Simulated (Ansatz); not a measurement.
Geometry optimisation in Ansatz: input, command and trajectory.

```yaml
crystal:
  lattice:
    - [4.9621272024, 0.0, 0.0]
    - [-2.4810636012, 4.2973282141, 0.0]
    - [0.0, 0.0, 28.3609221681]
  atoms:
    - { symbol: Rb, position: [0.0, 0.0, 0.0] }
    - { symbol: Br, position: [0.6666666667, 0.3333333333, 0.0714285714] }
    - { symbol: Rb, position: [0.3333333333, 0.6666666667, 0.1428571429] }
    - { symbol: Br, position: [0.6666666667, 0.3333333333, 0.2142857143] }
    - { symbol: Rb, position: [0.0, 0.0, 0.2857142857] }
    - { symbol: Br, position: [0.3333333333, 0.6666666667, 0.3571428571] }
    - { symbol: Rb, position: [0.6666666667, 0.3333333333, 0.4285714286] }
    - { symbol: Br, position: [0.3333333333, 0.6666666667, 0.5] }
    - { symbol: Rb, position: [0.0, 0.0, 0.5714285714] }
    - { symbol: Br, position: [0.3333333333, 0.6666666667, 0.6428571429] }
    - { symbol: Rb, position: [0.6666666667, 0.3333333333, 0.7142857143] }
    - { symbol: Br, position: [0.0, 0.0, 0.7857142857] }
    - { symbol: Rb, position: [0.3333333333, 0.6666666667, 0.8571428571] }
    - { symbol: Br, position: [0.6666666667, 0.3333333333, 0.9285714286] }
basis:
  ecutwfc: 420
kpoints:
  mp_grid: { grid: [6, 6, 1] }
hamiltonian:
  xc: pbe
scf:
  occupations: { method: gaussian, width: 0.02 }
output:
  forces: true
  stress: true
  eigenvalues: true
  populations: true
  write_density: true
  write_potential: true
  elf: true
  volumetric_format: npy
relax:
  adjacent_minimum: "off"
  f_tol: 0.01
  max_steps: 45
  cell: { stress_tol: 0.05 }
```

```bash
ansatz run input.yaml --threads 1 --pin off --max-ram 2560MiB --backend cpu --events-out ev --progress --plain --runs-dir out
```

The calculation used DFT PBE, scalar-relativistic, plane waves, PAW (Ansatz).

Of 5 frames 5 are shown, positions in Å and forces in eV/Å; the SCF threshold varies from step to step. Steps run on the plane waves of an earlier cell, with a Pulay correction in the pressure. The basis is chosen afresh for the last frame, the zero of the energies, and can be on the way; energy and pressure step there, also at an unchanged geometry.

```xyz
14
Lattice="4.9621 0.0000 0.0000 -2.4811 4.2973 0.0000 0.0000 0.0000 28.3609" Properties=species:S:1:pos:R:3:forces:R:3 pbc="T T T" step=1 free_energy_over_end_meV_per_atom=3.99 pressure_GPa=0.06
Rb    0.0000    0.0000    0.0000    0.0000    0.0000   -0.0160
Br    2.4811    1.4324    2.0258    0.0000    0.0000    0.0000
Rb    0.0000    2.8649    4.0516    0.0000    0.0000    0.0160
Br    2.4811    1.4324    6.0773    0.0000    0.0000    0.0940
Rb    0.0000    0.0000    8.1031    0.0000    0.0000    0.0000
Br    0.0000    2.8649   10.1289    0.0000    0.0000   -0.0940
Rb    2.4811    1.4324   12.1547    0.0000    0.0000   -0.0160
Br    0.0000    2.8649   14.1805    0.0000    0.0000    0.0000
Rb    0.0000    0.0000   16.2062    0.0000    0.0000    0.0160
Br    0.0000    2.8649   18.2320    0.0000    0.0000    0.0940
Rb    2.4811    1.4324   20.2578    0.0000    0.0000    0.0160
Br    0.0000    0.0000   22.2836    0.0000    0.0000    0.0000
Rb    0.0000    2.8649   24.3094    0.0000    0.0000   -0.0160
Br    2.4811    1.4324   26.3351    0.0000    0.0000   -0.0940
14
Lattice="4.9277 0.0000 0.0000 -2.4638 4.2675 0.0000 0.0000 0.0000 28.7454" Properties=species:S:1:pos:R:3:forces:R:3 pbc="T T T" step=2 free_energy_over_end_meV_per_atom=1.25 pressure_GPa=0.05
Rb    0.0000    0.0000   -0.0304    0.0000    0.0000    0.0000
Br    2.4638    1.4225    2.0432    0.0000    0.0000    0.0000
Rb    0.0000    2.8450    4.1167    0.0000    0.0000   -0.0020
Br    2.4638    1.4225    6.1801    0.0000    0.0000    0.0430
Rb    0.0000    0.0000    8.2130    0.0000    0.0000    0.0000
Br    0.0000    2.8450   10.2458    0.0000    0.0000   -0.0430
Rb    2.4638    1.4225   12.3092    0.0000    0.0000    0.0020
Br    0.0000    2.8450   14.3828    0.0000    0.0000    0.0000
Rb    0.0000    0.0000   16.4564    0.0000    0.0000    0.0000
Br    0.0000    2.8450   18.5213    0.0000    0.0000    0.0460
Rb    2.4638    1.4225   20.5580    0.0000    0.0000    0.0000
Br    0.0000    0.0000   22.5857    0.0000    0.0000    0.0000
Rb    0.0000    2.8450   24.6134    0.0000    0.0000    0.0000
Br    2.4638    1.4225   26.6500    0.0000    0.0000   -0.0460
14
Lattice="4.8828 0.0000 0.0000 -2.4414 4.2286 0.0000 0.0000 0.0000 29.2769" Properties=species:S:1:pos:R:3:forces:R:3 pbc="T T T" step=3 free_energy_over_end_meV_per_atom=0.02 pressure_GPa=0.02
Rb    0.0000    0.0000   -0.0533    0.0000    0.0000    0.0040
Br    2.4414    1.4095    2.0700    0.0000    0.0000    0.0000
Rb    0.0000    2.8191    4.1935    0.0000    0.0000   -0.0040
Br    2.4414    1.4095    6.3090    0.0000    0.0000   -0.0060
Rb    0.0000    0.0000    8.3648    0.0000    0.0000    0.0000
Br    0.0000    2.8191   10.4206    0.0000    0.0000    0.0060
Rb    2.4414    1.4095   12.5362    0.0000    0.0000    0.0040
Br    0.0000    2.8191   14.6597    0.0000    0.0000    0.0000
Rb    0.0000    0.0000   16.7829    0.0000    0.0000   -0.0040
Br    0.0000    2.8191   18.8982    0.0000    0.0000   -0.0050
Rb    2.4414    1.4095   20.9547    0.0000    0.0000   -0.0040
Br    0.0000    0.0000   23.0033    0.0000    0.0000    0.0000
Rb    0.0000    2.8191   25.0519    0.0000    0.0000    0.0040
Br    2.4414    1.4095   27.1084    0.0000    0.0000    0.0050
14
Lattice="4.8800 0.0000 0.0000 -2.4400 4.2262 0.0000 0.0000 0.0000 29.3326" Properties=species:S:1:pos:R:3:forces:R:3 pbc="T T T" step=4 free_energy_over_end_meV_per_atom=-0.01 pressure_GPa=0.01
Rb    0.0000    0.0000   -0.0483    0.0000    0.0000    0.0010
Br    2.4400    1.4087    2.0754    0.0000    0.0000    0.0000
Rb    0.0000    2.8174    4.1994    0.0000    0.0000   -0.0010
Br    2.4400    1.4087    6.3183    0.0000    0.0000   -0.0030
Rb    0.0000    0.0000    8.3807    0.0000    0.0000    0.0000
Br    0.0000    2.8174   10.4432    0.0000    0.0000    0.0030
Rb    2.4400    1.4087   12.5621    0.0000    0.0000    0.0010
Br    0.0000    2.8174   14.6861    0.0000    0.0000    0.0000
Rb    0.0000    0.0000   16.8098    0.0000    0.0000   -0.0010
Br    0.0000    2.8174   18.9283    0.0000    0.0000   -0.0030
Rb    2.4400    1.4087   20.9902    0.0000    0.0000   -0.0010
Br    0.0000    0.0000   23.0470    0.0000    0.0000    0.0000
Rb    0.0000    2.8174   25.1039    0.0000    0.0000    0.0010
Br    2.4400    1.4087   27.1658    0.0000    0.0000    0.0030
14
Lattice="4.8800 0.0000 0.0000 -2.4400 4.2262 0.0000 0.0000 0.0000 29.3326" Properties=species:S:1:pos:R:3:forces:R:3 pbc="T T T" step=5 free_energy_over_end_meV_per_atom=0.00 pressure_GPa=0.01
Rb    0.0000    0.0000   -0.0483    0.0000    0.0000    0.0010
Br    2.4400    1.4087    2.0754    0.0000    0.0000    0.0000
Rb    0.0000    2.8174    4.1994    0.0000    0.0000   -0.0010
Br    2.4400    1.4087    6.3183    0.0000    0.0000   -0.0030
Rb    0.0000    0.0000    8.3807    0.0000    0.0000    0.0000
Br    0.0000    2.8174   10.4432    0.0000    0.0000    0.0030
Rb    2.4400    1.4087   12.5621    0.0000    0.0000    0.0010
Br    0.0000    2.8174   14.6861    0.0000    0.0000    0.0000
Rb    0.0000    0.0000   16.8098    0.0000    0.0000   -0.0010
Br    0.0000    2.8174   18.9283    0.0000    0.0000   -0.0030
Rb    2.4400    1.4087   20.9902    0.0000    0.0000   -0.0010
Br    0.0000    0.0000   23.0470    0.0000    0.0000    0.0000
Rb    0.0000    2.8174   25.1039    0.0000    0.0000    0.0010
Br    2.4400    1.4087   27.1658    0.0000    0.0000    0.0030
```

The run took 40 s on 1 thread of AMD EPYC 9R45 96-Core Processor (Zen 5) (shared host), peak memory 0.83 GiB.